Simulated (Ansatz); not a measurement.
## HfO2 (Fm-3m): modes against biaxial strain in the (001) plane

Wanted: the shifts of the zone-centre modes of HfO2 (Fm-3m) with strain.

Program: Ansatz 0.2.0. Level of theory: DFT LDA, scalar-relativistic, plane waves, PAW; PAW set soft_1. Results are calculated unless marked as measured.

Most raw output is cut from this account.

### Step 1. The structure

It takes space group Fm-3m (No. 225, cubic). Conventional cell: a = 5.115 Å, b = 5.115 Å, c = 5.115 Å, α = 90.00°, β = 90.00°, γ = 90.00°. Nearest to O lie 4 Hf at 2.21 Å. Nearest to Hf lie 8 O at 2.21 Å. Farther neighbours and most contacts between anions are not listed.

Structure file:

```cif
data_structure
_symmetry_space_group_name_H-M 'P 1'
_symmetry_Int_Tables_number 1
_cell_length_a 3.6169
_cell_length_b 3.6169
_cell_length_c 3.6169
_cell_angle_alpha 60.000
_cell_angle_beta 60.000
_cell_angle_gamma 60.000
_cell_volume 33.46
loop_
_atom_site_label
_atom_site_type_symbol
_atom_site_fract_x
_atom_site_fract_y
_atom_site_fract_z
_atom_site_occupancy
O1 O 0.25000 0.25000 0.25000 1
O2 O 0.75000 0.75000 0.75000 1
Hf3 Hf 0.00000 0.00000 0.00000 1
```

### Step 2. A rough relaxation first

The start is far from rest, so a relaxation with loose tolerances brings it close first.

Contents of input.yaml:

```yaml
crystal:
  lattice:
    - [0.0, 2.5575, 2.5575]
    - [2.5575, 0.0, 2.5575]
    - [2.5575, 2.5575, 0.0]
  atoms:
    - { symbol: O, position: [0.25, 0.25, 0.25] }
    - { symbol: O, position: [0.75, 0.75, 0.75] }
    - { symbol: Hf, position: [0.0, 0.0, 0.0] }
kpoints:
  mp_grid: { grid: [6, 6, 6] }
hamiltonian:
  xc: lda
  pseudopotentials: { kind: paw, azcp: { folder: soft_1 }, xc_functional: pbe }
scf:
  occupations: { method: gaussian, width: 0.1 }
output:
  forces: true
  stress: true
  eigenvalues: true
relax:
  adjacent_minimum: "off"
  f_tol: 0.05
  max_steps: 80
  cell: { stress_tol: 0.5 }
```

On the command line:

```bash
$ ansatz run input.yaml --threads 8 --pin off --max-ram 20480MiB --backend cpu --events-out ev --progress --plain --runs-dir out
```

The job ended after 2.2 s (8 threads of Arm Neoverse N1, shared host; peak memory 0.32 GiB).

The steps of the relaxation:

```
step  energy less that of the first step (eV)  largest force component (eV/Å)  pressure (GPa)  volume (Å³)
   1                                   0.0000                          0.0000          -16.46        33.46
   2                                  -0.1203                          0.0000            5.06        30.80
   3                                  -0.1255                          0.0000           -0.50        31.38
   4                                  -0.1258                          0.0000           -0.01        31.33
  5*                                  -0.1185                          0.0000           -0.43        31.33
```

Relaxation steps marked * repeat the geometry before them on a plane-wave basis chosen anew for their cell, so energy and pressure can jump there.

Forces are held to the 48 operations that the run works with; a distortion that breaks them can't arise in this run.

```
conventional cell, symmetrised  before  after  change
                         a (Å)   5.115  5.004  -2.2 %
                         b (Å)   5.115  5.004  -2.2 %
                         c (Å)   5.115  5.004  -2.2 %
              volume (Å³/atom)   11.15  10.44  -6.4 %
```

The relaxed structure:

```cif
data_structure
_symmetry_space_group_name_H-M 'P 1'
_symmetry_Int_Tables_number 1
_cell_length_a 3.5386
_cell_length_b 3.5386
_cell_length_c 3.5386
_cell_angle_alpha 60.000
_cell_angle_beta 60.000
_cell_angle_gamma 60.000
_cell_volume 31.33
loop_
_atom_site_label
_atom_site_type_symbol
_atom_site_fract_x
_atom_site_fract_y
_atom_site_fract_z
_atom_site_occupancy
O1 O 0.25000 0.25000 0.25000 1
O2 O 0.75000 0.75000 0.75000 1
Hf3 Hf 0.00000 0.00000 0.00000 1
```

A gap read on the k-mesh alone can miss the band edges.

This step gave:

| Quantity | Value |
| --- | --- |
| pressure | -0.4324 GPa |
| gap on the k-mesh | 3.658 eV |
| volume per atom | 10.44 Å³ |

In this step the volume went from 11.15 to 10.44 Å³/atom.

### Step 3. Bringing the structure to rest

The cell and atoms are relaxed, since residual forces and stress would shift the frequencies.

Contents of input.yaml:

```yaml
crystal:
  lattice:
    - [0.0, 2.5021624955, 2.5021624955]
    - [2.5021624955, 0.0, 2.5021624955]
    - [2.5021624955, 2.5021624955, 0.0]
  atoms:
    - { symbol: O, position: [0.25, 0.25, 0.25] }
    - { symbol: O, position: [0.75, 0.75, 0.75] }
    - { symbol: Hf, position: [0.0, 0.0, 0.0] }
kpoints:
  mp_grid: { grid: [8, 8, 8] }
hamiltonian:
  xc: lda
  pseudopotentials: { kind: paw, azcp: { folder: soft_1 }, xc_functional: pbe }
scf:
  occupations: { method: gaussian, width: 0.02 }
output:
  forces: true
  stress: true
  eigenvalues: true
  write_density: true
  write_potential: true
  elf: true
  volumetric_format: npy
relax:
  adjacent_minimum: "off"
  f_tol: 0.005
  max_steps: 80
  cell: { stress_tol: 0.05 }
```

Run time: 2.4 s. Hardware: 8 threads; peak memory 0.34 GiB.

Little changed from the start: no atom moved by 0.005 Å and no cell edge by 0.1 %.

Numbers from this step:

```
pressure          : -0.01258 GPa
gap on the k-mesh : 3.661 eV
volume per atom   : 10.43 Å³
```

ELF in the ac plane of a cell with a along [110], b along [-110] and c along [001] of the cube at fractional y = 0.000, with atoms of O and Hf within 0.2 Å of it. It is the smooth field of the valence electrons, not physical close to the nuclei.

Values, 8 rows by 16 columns, each cell a mean:
```
0.80 0.60 0.27 0.48 0.53 0.35 0.45 0.76 0.80 0.60 0.27 0.48 0.53 0.35 0.45 0.76
0.23 0.21 0.63 0.70 0.61 0.74 0.34 0.22 0.23 0.21 0.63 0.70 0.61 0.74 0.34 0.22
0.04 0.22 0.65 0.72 0.69 0.74 0.38 0.07 0.04 0.22 0.65 0.72 0.69 0.74 0.38 0.07
0.02 0.07 0.22 0.34 0.36 0.27 0.11 0.03 0.02 0.07 0.22 0.34 0.36 0.27 0.11 0.03
0.02 0.10 0.34 0.51 0.54 0.43 0.19 0.04 0.02 0.10 0.34 0.51 0.54 0.43 0.19 0.04
0.04 0.23 0.69 0.69 0.60 0.76 0.41 0.07 0.04 0.23 0.69 0.69 0.60 0.76 0.41 0.07
0.41 0.29 0.54 0.72 0.70 0.69 0.30 0.36 0.41 0.29 0.54 0.72 0.70 0.69 0.30 0.36
0.84 0.68 0.27 0.31 0.35 0.21 0.51 0.82 0.84 0.68 0.27 0.31 0.35 0.21 0.51 0.82
```
Columns run along a (7.1 Å), rows up along c (5.0 Å), edges of the conventional cell, whose origin can differ from the input's. Atoms in or near the plane, at fractional coordinates: O at (0.25, 0.25), O at (0.75, 0.25), O at (0.25, 0.75), O at (0.75, 0.75), Hf at (0.00, 0.00), Hf at (0.50, 0.00).

Electrostatic potential energy in the ac plane of a cell with a along [110], b along [-110] and c along [001] of the cube at fractional y = 0.000, with atoms of O and Hf within 0.2 Å of it. With pseudopotentials it is smooth inside the atoms' cores, unlike the true potential.

Ten even steps from '_' (-27 eV) to '@' (20 eV), each cell a mean:
```
--::==##@@@@%%**::----::==##@@@@%%**::--
::--**%%**++####==::::--**%%**++####==::
++**%%++..__--%%##**++**%%++..__--%%##**
%%@@@@++____::%%@@%%%%@@@@++____::%%@@%%
@@@@@@##--::++@@@@@@@@@@@@##--::++@@@@@@
@@@@@@@@%%%%@@@@@@@@@@@@@@@@%%%%@@@@@@@@
@@@@@@@@@@@@@@@@@@@@@@@@@@@@@@@@@@@@@@@@
@@@@@@@@@@@@@@@@@@@@@@@@@@@@@@@@@@@@@@@@
@@@@@@@@**++%%@@@@@@@@@@@@@@**++%%@@@@@@
@@@@@@**..__--%%@@@@@@@@@@**..__--%%@@@@
##%%%%++____::##%%####%%%%++____::##%%##
--++####--::++##**==--++####--::++##**==
::::++%%%%%%%%**--::::::++%%%%%%%%**--::
==::--##@@@@%%++::--==::--##@@@@%%++::--
```
Columns run along a (7.1 Å; values clipped at the 3rd and 97th percentile), rows up along c (5.0 Å), edges of the conventional cell, whose origin can differ from the input's. Atoms in or near the plane, at fractional coordinates: O at (0.25, 0.25), O at (0.75, 0.25), O at (0.25, 0.75), O at (0.75, 0.75), Hf at (0.00, 0.00), Hf at (0.50, 0.00).

Valence density in the ac plane of a cell with a along [110], b along [-110] and c along [001] of the cube at fractional y = 0.000, with atoms of O and Hf within 0.2 Å of it. It is the smooth field of the valence electrons, not physical close to the nuclei.

Values in e/Å³, 8 rows by 16 columns, each cell a mean:
```
20  5  1  1  1  1  2 14 20  5  1  1  1  1  2 14
 1  0  1  4  6  2  0  1  1  0  1  4  6  2  0  1
 0  0  1  3  4  1  0  0  0  0  1  3  4  1  0  0
 0  0  0  0  0  0  0  0  0  0  0  0  0  0  0  0
 0  0  0  1  1  0  0  0  0  0  0  1  1  0  0  0
 0  0  1  4  6  2  0  0  0  0  1  4  6  2  0  0
 2  1  1  3  4  1  1  1  2  1  1  3  4  1  1  1
32  7  1  0  0  0  3 21 32  7  1  0  0  0  3 21
```
Columns run along a (7.1 Å), rows up along c (5.0 Å), edges of the conventional cell, whose origin can differ from the input's. Atoms in or near the plane, at fractional coordinates: O at (0.25, 0.25), O at (0.75, 0.25), O at (0.25, 0.75), O at (0.75, 0.75), Hf at (0.00, 0.00), Hf at (0.50, 0.00).

In this step the volume went from 10.44 to 10.43 Å³/atom.

### Step 4. Tight relaxation

Phonons need small forces and stress, so the relaxation is finished with tight tolerances on 8×8×8 k points.

input.yaml, the sections that differ from step 3:

```yaml
crystal:
  lattice:
    - [0.0, 2.5009076383, 2.5009076383]
    - [2.5009076383, 0.0, 2.5009076383]
    - [2.5009076383, 2.5009076383, 0.0]
  atoms:
    - { symbol: O, position: [0.25, 0.25, 0.25] }
    - { symbol: O, position: [0.75, 0.75, 0.75] }
    - { symbol: Hf, position: [0.0, 0.0, 0.0] }
scf:
  occupations: { method: fixed }
output:
  forces: true
  stress: true
  eigenvalues: true
relax:
  adjacent_minimum: "off"
  f_tol: 0.001
  max_steps: 60
  cell: { stress_tol: 0.01 }
# kpoints, hamiltonian: as in step 3
```

Wall time 1.7 s (8 threads); peak memory 0.33 GiB; 7.7 s of CPU time.

Little changed from the start: no atom moved by 0.005 Å and no cell edge by 0.1 %.

Numbers from this step:

```
pressure : 0.001431 GPa
```

The forces vanish by symmetry and the pressure is 0.001 GPa, within the tolerances set. The cell now holds 10.43 Å³/atom.

### Step 5. Zone-centre response at rest

The modes at rest are the reference of the series, and the response to a field gives the dielectric tensor and the Born charges.

input.yaml, the sections that differ from step 4:

```yaml
crystal:
  lattice:
    - [0.0, 2.5008662498, 2.5008662498]
    - [2.5008662498, 0.0, 2.5008662498]
    - [2.5008662498, 2.5008662498, 0.0]
  atoms:
    - { symbol: O, position: [0.25, 0.25, 0.25] }
    - { symbol: O, position: [0.75, 0.75, 0.75] }
    - { symbol: Hf, position: [0.0, 0.0, 0.0] }
output:
  eigenvalues: true
phonons:
  method: dfpt
  dielectric: true
  rigid_motions: translations
# kpoints, hamiltonian, scf: as in step 4
# relax: removed
```

Run time: 11 s. Hardware: 8 threads; peak memory 0.58 GiB; 71 s of CPU time.

This step gave:

```
sum-rule residual before enforcement                    : 1.09e-4 eV/Å²
miss of the charge sum rule                             : 2.38e-5 e
point group                                             : m-3m
highest optical mode at the zone centre (no LO-TO term) : 596.5 cm⁻¹
lowest optical zone-centre mode                         : 248.3 cm⁻¹
mean high-frequency dielectric constant                 : 5.395
largest Born charge (third of the trace)                : 5.590 e
mean static dielectric constant                         : 34.76
top of the zone-centre spectrum with the field          : 630.4 cm⁻¹
```

Without the LO-TO term. Patterns of degenerate modes are one choice out of their space. Modes at Γ, with each element's share of the kinetic energy:

```
mode  frequency (cm⁻¹)  symmetry  O %  Hf %
   1               0.0  acoustic   15    85
   2               0.0  acoustic   15    85
   3               0.0  acoustic   15    85
   4             248.3       T1u   85    15
   5             248.3       T1u   85    15
   6             248.3       T1u   85    15
   7             596.5       T2g  100     0
   8             596.5       T2g  100     0
   9             596.5       T2g  100     0
```

Displacements in mode 6 (248.3 cm⁻¹), the largest set to 1:
```
O1   0.00 -0.43  1.00
O2   0.00 -0.43  1.00
Hf3  0.00  0.08 -0.18
```

Displacements in mode 9 (596.5 cm⁻¹), the largest set to 1:
```
O1   0.00 -0.06  1.00
O2   0.00  0.06 -1.00
Hf3  0.00  0.00  0.00
```

Optical modes at the zone centre, without and with the macroscopic field of the longitudinal modes; each column is sorted by frequency, so a row need not hold one and the same mode. Modes with and without the field, by row:

```
rank among optical modes  no field (cm⁻¹)  q along (1, 0, 0) (cm⁻¹)
                       1            248.3                     248.3
                       2            248.3                     248.3
                       3            248.3                     596.5
                       4            596.5                     596.5
                       5            596.5                     596.5
                       6            596.5                     630.4
```

Born charge (rows field, columns displacement) (e), principal values of the symmetric part by kind of site:

```
atom  atoms with these values    low  middle   high   mean
  O1                        2  -2.79   -2.79  -2.79  -2.79
 Hf3                        1   5.59    5.59   5.59   5.59
```

In full for O1:

```
-2.79  0.00  0.00
 0.00 -2.79  0.00
 0.00  0.00 -2.79
```

High-frequency dielectric tensor:

```
5.40 0.00 0.00
0.00 5.40 0.00
0.00 0.00 5.40
```

Static dielectric tensor (ions relaxed, fixed cell):

```
34.76  0.00  0.00
 0.00 34.76  0.00
 0.00  0.00 34.76
```

Transverse modes. Lines of the infrared spectrum (strongest = 100):

```
position (cm⁻¹)  label  relative intensity
            248    T1u                 100
            596    T2g                 0.0
```

Before it was imposed, the acoustic sum rule was missed by 1.1e-4 eV/Å² and the charge sum rule by 2.4e-5 e. Small misses are needed for a sound result but don't prove that mesh and cutoff are converged. The lowest optical mode is real, 248 cm⁻¹.

### Step 6. A member of the series: biaxial strain of +4 % in the (001) plane

The cell takes a biaxial strain of +4 % in the (001) plane. The strained lengths are held, while the rest of the cell and the atoms relax.

input.yaml, the sections that differ from step 5:

```yaml
crystal:
  lattice:
    - [0.0, 2.6009008998, 2.4741204212]
    - [2.6009008998, 0.0, 2.4741204212]
    - [2.6009008998, 2.6009008998, 0.0]
  atoms:
    - { symbol: O, position: [0.25, 0.25, 0.25] }
    - { symbol: O, position: [0.75, 0.75, 0.75] }
    - { symbol: Hf, position: [0.0, 0.0, 0.0] }
  conventional_axes: [[-1, 1, 1], [1, -1, 1], [1, 1, -1]]
output:
  forces: true
  stress: true
  eigenvalues: true
relax:
  adjacent_minimum: "off"
  f_tol: 0.001
  max_steps: 60
  cell: { stress_tol: 0.01, fix: [a, b, gamma] }
# kpoints, hamiltonian, scf: as in step 5
# phonons: removed
```

Wall time 5.2 s (8 threads); peak memory 0.38 GiB; 30 s of CPU time.

The steps of the relaxation:

```
step  energy less that of the first step (eV)  largest force component (eV/Å)  pressure (GPa)  volume (Å³)
   1                                   0.0000                          0.0000          -16.45        33.47
   2                                  -0.0010                          0.0000          -15.17        33.28
   3                                  -0.0010                          0.0000          -15.78        33.37
   4                                  -0.0010                          0.0000          -15.77        33.37
  5*                                  -0.0005                          0.0000          -15.80        33.37
   6                                  -0.0005                          0.0000          -15.78        33.37
  7*                                  -0.0004                          0.0000          -15.78        33.37
```

Relaxation steps marked * repeat the geometry before them on a plane-wave basis chosen anew for their cell, so energy and pressure can jump there.

Forces are held to the 16 operations that the run works with; a distortion that breaks them can't arise in this run.

```
conventional cell, symmetrised  before  after  change
                         a (Å)   3.678  3.678  +0.0 %
                         b (Å)   3.678  3.678  +0.0 %
                         c (Å)   4.948  4.933  -0.3 %
              volume (Å³/atom)   11.16  11.12  -0.3 %
```

The relaxed structure:

```
O Hf
1.0
     0.00000    2.60090    2.46650
     2.60090    0.00000    2.46650
     2.60090    2.60090    0.00000
O Hf
2 1
Direct
  0.25000 0.25000 0.25000
  0.75000 0.75000 0.75000
  0.00000 0.00000 0.00000
```

This step gave:

```yaml
pressure: -15.78 GPa
gap_on_the_k_mesh: 2.955 eV
volume_per_atom: 11.12 Å³
```

The forces vanish by symmetry.

### Step 7. Zone-centre modes of the member: biaxial strain of +4 % in the (001) plane

The zone-centre modes follow for biaxial strain of +4 % in the (001) plane, with the response to a field.

input.yaml, the sections that differ from step 6:

```yaml
crystal:
  lattice:
    - [0.0, 2.6009008998, 2.4665028125]
    - [2.6009008998, 0.0, 2.4665028125]
    - [2.6009008998, 2.6009008998, 0.0]
  atoms:
    - { symbol: O, position: [0.25, 0.25, 0.25] }
    - { symbol: O, position: [0.75, 0.75, 0.75] }
    - { symbol: Hf, position: [0.0, 0.0, 0.0] }
output:
  eigenvalues: true
phonons:
  method: dfpt
  dielectric: true
  rigid_motions: translations
# kpoints, hamiltonian, scf: as in step 6
# relax: removed
```

Wall time 45 s (8 threads); peak memory 1.1 GiB; 5.2 min of CPU time.

This step gave:

```
sum-rule residual before enforcement                    : 6.09e-5 eV/Å²
miss of the charge sum rule                             : 2.70e-5 e
point group                                             : 4/mmm
highest optical mode at the zone centre (no LO-TO term) : 600.0 cm⁻¹
lowest optical zone-centre mode                         : 164.6 cm⁻¹
mean high-frequency dielectric constant                 : 5.463
largest Born charge (third of the trace)                : 5.574 e
mean static dielectric constant                         : 63.78
top of the zone-centre spectrum with the field          : 600.0 cm⁻¹
```

Without the LO-TO term. Patterns of degenerate modes are one choice out of their space. The modes at Γ (shares of kinetic energy by element, %):

```
mode  frequency (cm⁻¹)  symmetry  O %  Hf %
   1               0.0  acoustic   15    85
   2               0.0  acoustic   15    85
   3               0.0  acoustic   15    85
   4             164.6        Eu   85    15
   5             164.6        Eu   85    15
   6             185.5       A2u   85    15
   7             505.3        Eg  100     0
   8             505.3        Eg  100     0
   9             600.0       B1g  100     0
```

Displacements in mode 5 (164.6 cm⁻¹), the largest set to 1:
```
O1   1.00 -0.34  0.00
O2   1.00 -0.34  0.00
Hf3 -0.18  0.06  0.00
```

Displacements in mode 6 (185.5 cm⁻¹), the largest set to 1:
```
O1   0.00  0.00  1.00
O2   0.00  0.00  1.00
Hf3  0.00  0.00 -0.18
```

Transverse modes. Lines of the infrared spectrum (strongest = 100):

```
position (cm⁻¹)  label  relative intensity
            165     Eu                 100
            186    A2u                  44
            505     Eg                 0.0
            600    B1g                 0.0
```

Without the LO-TO term the lowest optical mode is real, 165 cm⁻¹, and the highest lies at 600.0 cm⁻¹.

(Part 1 of 2 ends here.)

[Logs are printed without paths, hosts, clocks, repeated set-up lines and the standing remarks that a program may print on its own settings, such as how far it seeks lower states.]

[Hosts, paths, dates, database ids (printed as entryN), source tags and the programs' standing remarks are cut or masked in the printed files.]
